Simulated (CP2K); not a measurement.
# BP (F-43m) in CP2K: reference runs

Reference runs on BP: the cell as given.

Program: CP2K 2026.2. These are calculated values, not measurements. Logs are shortened: lines on timing, memory, paths and dates and some standing lists are left out, and cuts for length are marked.

## (1) The crystal as given

The structure is cubic, space group F-43m (No. 216). Conventional cell: a = 4.538 Å, b = 4.538 Å, c = 4.538 Å, α = 90.00°, β = 90.00°, γ = 90.00°. Around P (site symmetry -43m) lie 4 B at 1.97 Å. B (site symmetry -43m) is surrounded by 4 P at 1.97 Å.

## (2) Single point, PBEsol

bp_scf.inp reads:

```
&GLOBAL
  PROJECT bp_scf
  RUN_TYPE ENERGY_FORCE
  PRINT_LEVEL LOW
&END GLOBAL
&FORCE_EVAL
  METHOD QS
  STRESS_TENSOR ANALYTICAL
  &DFT
    BASIS_SET_FILE_NAME BASIS_MOLOPT_UZH
    POTENTIAL_FILE_NAME POTENTIAL_UZH
    &MGRID
      CUTOFF 450
      REL_CUTOFF 60
      NGRIDS 4
    &END MGRID
    &QS
      METHOD GPW
      EPS_DEFAULT 1.0E-10
    &END QS
    &KPOINTS
      SCHEME MONKHORST-PACK 10 10 10
      GAMMA_CENTERED T
      SYMMETRY T
      SYMMETRY_BACKEND SPGLIB
    &END KPOINTS
    &SCF
      SCF_GUESS ATOMIC
      EPS_SCF 1.0E-6
      MAX_SCF 100
      ADDED_MOS 10
      CHOLESKY OFF
      EPS_EIGVAL 1.0E-7
      &DIAGONALIZATION ON
        ALGORITHM STANDARD
      &END DIAGONALIZATION
      &MIXING ON
        METHOD BROYDEN_MIXING
        ALPHA 0.4
        BETA 1.5
        NBUFFER 8
      &END MIXING
      &SMEAR ON
        METHOD FERMI_DIRAC
        ELECTRONIC_TEMPERATURE 580.23
      &END SMEAR
    &END SCF
    &XC
      &XC_FUNCTIONAL
        &GGA_X_PBE_SOL
        &END GGA_X_PBE_SOL
        &GGA_C_PBE_SOL
        &END GGA_C_PBE_SOL
      &END XC_FUNCTIONAL
    &END XC
    &PRINT
      &KPOINTS ON
      &END KPOINTS
      &MULLIKEN ON
      &END MULLIKEN
      &MO ON
        ENERGIES T
        OCCUPATION_NUMBERS T
        &EACH
          QS_SCF 0
        &END EACH
        ADD_LAST NUMERIC
      &END MO
      &LOWDIN ON
      &END LOWDIN
      &HIRSHFELD ON
        SHAPE_FUNCTION DENSITY
      &END HIRSHFELD
      &E_DENSITY_CUBE ON
        STRIDE 1
      &END E_DENSITY_CUBE
      &V_HARTREE_CUBE ON
        STRIDE 1
      &END V_HARTREE_CUBE
      &ELF_CUBE ON
        STRIDE 1
      &END ELF_CUBE
    &END PRINT
  &END DFT
  &SUBSYS
    &CELL
      ABC 3.2088505730 3.2088505730 3.2088505730
      ALPHA_BETA_GAMMA 59.9999999998 60.0000000004 60.0000000003
      PERIODIC XYZ
    &END CELL
    &COORD
      P   4.8132758595 2.7789461132 1.9650116412
      B   0.0000000000 0.0000000000 0.0000000000
    &END COORD
    &KIND P
      BASIS_SET TZVP-MOLOPT-PBE-GTH-q5
      POTENTIAL GTH-PBE-q5
    &END KIND
    &KIND B
      BASIS_SET TZVP-MOLOPT-PBE-GTH-q3
      POTENTIAL GTH-PBE-q3
    &END KIND
    &PRINT
      &ATOMIC_COORDINATES ON
      &END ATOMIC_COORDINATES
      &CELL ON
      &END CELL
      &SYMMETRY ON
      &END SYMMETRY
    &END PRINT
  &END SUBSYS
  &PRINT
    &FORCES ON
    &END FORCES
    &STRESS_TENSOR ON
    &END STRESS_TENSOR
  &END PRINT
&END FORCE_EVAL
```

Potentials or basis: POTENTIAL_UZH P GTH-PBE-q5, B GTH-PBE-q3; TZVP-MOLOPT-PBE-GTH basis.

On the command line:

```bash
$ OMP_NUM_THREADS=1 cp2k.psmp -i bp_scf.inp -o bp_scf.out
```

bp_scf.out:

```text

 CP2K| version string:                                       CP2K version 2026.2
 CP2K| Input file name                                                bp_scf.inp

 GLOBAL| Force Environment number                                              1
 GLOBAL| Basis set file name                                    BASIS_MOLOPT_UZH
 GLOBAL| Potential file name                                       POTENTIAL_UZH
 GLOBAL| MM Potential file name                                     MM_POTENTIAL
 GLOBAL| Coordinate file name                                      __STD_INPUT__
 GLOBAL| Method name                                                        CP2K
 GLOBAL| Project name                                                     bp_scf
 GLOBAL| Run type                                                   ENERGY_FORCE
 GLOBAL| FFT library                                                       FFTW3
[... 8 lines left out ...]
 GLOBAL| CPU model name                                                  UNKNOWN

 CELL| Volume [angstrom^3]:                                            23.363262
 CELL| Vector a [angstrom]:       3.209     0.000     0.000   |a| =     3.208851
 CELL| Vector b [angstrom]:       1.604     2.779     0.000   |b| =     3.208851
 CELL| Vector c [angstrom]:       1.604     0.926     2.620   |c| =     3.208851
 CELL| Angle (b,c), alpha [degree]:                                    60.000000
 CELL| Angle (a,c), beta  [degree]:                                    60.000000
 CELL| Angle (a,b), gamma [degree]:                                    60.000000
 CELL| Numerically orthorhombic:                                              NO
 CELL| Periodicity                                                           XYZ

 CELL_REF| Volume [angstrom^3]:                                        23.363262
 CELL_REF| Vector a [angstrom     3.209     0.000     0.000   |a| =     3.208851
 CELL_REF| Vector b [angstrom     1.604     2.779     0.000   |b| =     3.208851
 CELL_REF| Vector c [angstrom     1.604     0.926     2.620   |c| =     3.208851
 CELL_REF| Angle (b,c), alpha [degree]:                                60.000000
 CELL_REF| Angle (a,c), beta  [degree]:                                60.000000
[... 13 lines left out ...]

  Total number of            - Atomic kinds:                                   2
                             - Atoms:                                          2
                             - Shell sets:                                     2
                             - Shells:                                        14
                             - Primitive Cartesian functions:                  9
                             - Cartesian basis functions:                     36
                             - Spherical basis functions:                     34

  Maximum angular momentum of- Orbital basis functions:                        2
                             - Local part of the GTH pseudopotential:          2
                             - Non-local part of the GTH pseudopotential:      2

 MODULE QUICKSTEP: ATOMIC COORDINATES IN ANGSTROM

   Atom Kind Element         X             Y             Z       Z(eff)     Mass
      1    1 P    15      4.813276      2.778946      1.965012   5.0000  30.9738
      2    2 B     5      0.000000      0.000000      0.000000   3.0000  10.8110

 Crystal Symmetry Information
       International Symbol:                                               F-43m
       Point Group Symbol:                                                  -43m
       Schoenflies Symbol:                                                  Td^2
       Number of Symmetry Operations:                                         24

 SCF PARAMETERS         Density guess:                                    ATOMIC
                        --------------------------------------------------------
                        max_scf:                                             100
[... 7 lines left out ...]
                        --------------------------------------------------------
                        level_shift [a.u.]:                             0.000000
                        added MOs                                        10    0
                        --------------------------------------------------------
                        Mixing method:                            BROYDEN_MIXING
                                                charge density mixing in g-space
                        --------------------------------------------------------
                        Smear method:                                FERMI_DIRAC
                        Electronic temperature [K]:                        580.2
                        Electronic temperature [a.u.]:                  1.84E-03
                        Accuracy threshold:                             1.00E-10
                        --------------------------------------------------------
                        No outer SCF

 *******************************************************************************
                                    Kpoints
[... 67 lines left out ...]
     1 NoMix/Diag. 0.40E+00    2.5     0.91211178        -9.6598463510 -9.66E+00
     2 Broy./Diag. 0.40E+00    2.1     0.08763756        -9.2334786428  4.26E-01
     3 Broy./Diag. 0.40E+00    2.1     0.14000777        -9.3124409403 -7.90E-02
     4 Broy./Diag. 0.40E+00    2.1     0.03638036        -9.3769928390 -6.46E-02
     5 Broy./Diag. 0.40E+00    2.0     0.00651655        -9.4169123523 -3.99E-02
     6 Broy./Diag. 0.40E+00    2.0     0.00425597        -9.4356024031 -1.87E-02
     7 Broy./Diag. 0.40E+00    2.1     0.00020052        -9.4370038548 -1.40E-03
     8 Broy./Diag. 0.40E+00    2.0     0.00009554        -9.4372726627 -2.69E-04
     9 Broy./Diag. 0.40E+00    2.0     0.00001299        -9.4373330534 -6.04E-05
    10 Broy./Diag. 0.40E+00    2.0     0.00000814        -9.4373601466 -2.71E-05
    11 Broy./Diag. 0.40E+00    2.0     0.00000214        -9.4373577071  2.44E-06
    12 Broy./Diag. 0.40E+00    2.0     0.00000049        -9.4373572087  4.98E-07

  *** SCF run converged in    12 steps ***

  Electronic density on regular grids:         -8.0000000000        0.0000000000
  Core density on regular grids:                7.9999999987       -0.0000000013
  Total charge density on r-space grids:       -0.0000000013
  Total charge density g-space grids:          -0.0000000013

  Overlap energy of the core charge distribution:               0.00000001025609
  Self energy of the core charge distribution:                -22.45043181603867
  Core Hamiltonian energy:                                      5.62458806104567
  Hartree energy:                                              10.18719779102056
  Exchange-correlation energy:                                 -2.79871125300314
  Electronic entropic energy:                                  -0.00000000194345
  Fermi energy:                                                 0.30425183707673

  Total energy:                                                -9.43735720866294
  Total energy (extrapolated to T->0):                         -9.43735720769122

 MO| EIGENVALUES AND OCCUPATION NUMBERS FOR K POINT 1
 MO|
 MO|  Index      Eigenvalue [a.u.]        Eigenvalue [eV]             Occupation
 MO|      1              -0.189476              -5.155904               2.000000
 MO|      2              -0.014166              -0.385464               2.000000
 MO|      3               0.222014               6.041311               2.000000
 MO|      4               0.222014               6.041321               2.000000
 MO|      5               0.422139              11.486990               0.000000
 MO|      6               0.458648              12.480449               0.000000
 MO|      7               0.458662              12.480827               0.000000
 MO|      8               0.704564              19.172170               0.000000
 MO|      9               0.793752              21.599079               0.000000
 MO|     10               0.793829              21.601193               0.000000
 MO|     11               0.860826              23.424278               0.000000
 MO|     12               1.032728              28.101964               0.000000
 MO|     13               1.052257              28.633377               0.000000
[... 263 lines left out ...]
 MO|      4               0.127921               3.480916               2.000000
 MO|      5               0.370091              10.070680               0.000000
 MO|      6               0.410302              11.164888               0.000000
 MO|      7               0.626996              17.061437               0.000000
 MO|      8               0.685769              18.660722               0.000000
 MO|      9               0.794754              21.626347               0.000000
 MO|     10               0.877658              23.882284               0.000000
 MO|     11               0.943476              25.673287               0.000000
 MO|     12               1.055095              28.710586               0.000000
 MO|     13               1.071683              29.161968               0.000000
 MO|     14               1.190041              32.382667               0.000000
 MO| Sum:                                                               8.000000
 MO| E(Fermi):            0.304252 a.u.          8.279114 eV
 MO| Band gap:            0.242169 a.u.          6.589764 eV

 [... the levels of further k-points ...]

 The electron density is written in Cube    file format to the file:

 bp_scf-ELECTRON_DENSITY-1_0.cube

 !-----------------------------------------------------------------------------!
                     Mulliken Population Analysis

 #  Atom  Element  Kind  Atomic population                           Net charge
       1     P        1          4.824841                              0.175159
       2     B        2          3.175159                             -0.175159
 # Total charge                              8.000000                  0.000000

 !-----------------------------------------------------------------------------!

 !-----------------------------------------------------------------------------!
                           Hirshfeld Charges

  #Atom  Element  Kind  Ref Charge     Population                    Net charge
      1       P      1       5.000          4.885                         0.115
      2       B      2       3.000          3.115                        -0.115

  Total Charge                                                           -0.000
 !-----------------------------------------------------------------------------!

 LOWDIN POPULATION ANALYSIS

 #  Atom  Element  Kind  Atomic population                           Net charge
       1     P        1          4.536399                              0.463601
       2     B        2          3.463601                             -0.463601
 # Total charge                              8.000000                  0.000000

               ----- ELF is computed on the real space grid -----

 ELF is written in Cube    file format to the file:

 bp_scf-ELF_S1-1_0.cube

 ENERGY| Total FORCE_EVAL ( QS ) energy [hartree]             -9.437356803508676

 FORCES| Atomic forces [hartree/bohr]
 FORCES|   Atom     x               y               z               |f|
 FORCES|      1 -9.56725167E-09 -1.35087679E-07 -6.48110499E-07   6.62108323E-07
 FORCES|      2 -3.23768741E-08  1.39902887E-07  7.10219707E-07   7.24591687E-07
 FORCES| Sum    -4.19441258E-08  4.81520785E-09  6.21092087E-08
 FORCES| Total atomic force                                       7.51002645E-08

 STRESS| Analytical stress tensor [bar]
 STRESS|                        x                   y                   z
 STRESS|      x       -1.16031208495E+04  -1.95528602654E-01   2.46336686272E-01
 STRESS|      y       -1.95528602654E-01  -1.16042572594E+04   7.22193913696E-03
 STRESS|      z        2.46336686272E-01   7.22193913696E-03  -1.15991079683E+04
 STRESS| 1/3 Trace                                            -1.16021620258E+04
 STRESS| Determinant                                          -1.56176884317E+12

 STRESS| Eigenvectors and eigenvalues of the analytical stress tensor [bar]
 STRESS|                        1                   2                   3
 STRESS| Eigenvalues  -1.16042904050E+04  -1.16031027735E+04  -1.15990928988E+04
 STRESS|      x           0.166792025968      0.984097955478      0.061087102548
 STRESS|      y           0.985948219398     -0.167048698701     -0.000917020999
 STRESS|      z          -0.009302082498     -0.060381671776      0.998132017809
```

Wall time 32 s (1 thread of Arm Neoverse V2, shared host); peak memory 0.23 GiB.

What came out:

```
Free energy            : -256.8035 eV
Pressure               : -1.2 GPa
Band gap on the k mesh : 1.23 eV, indirect (least direct gap 3.40 eV)
Mulliken charges       : P +0.18; B -0.18 e
Hirshfeld charges      : P +0.12; B -0.12 e
```

Caveat: Mulliken charges move with the basis; the potentials were made for another functional, which shifts forces and pressure; the basis of atomic orbitals isn't converged, which shifts pressures, moduli and gaps.
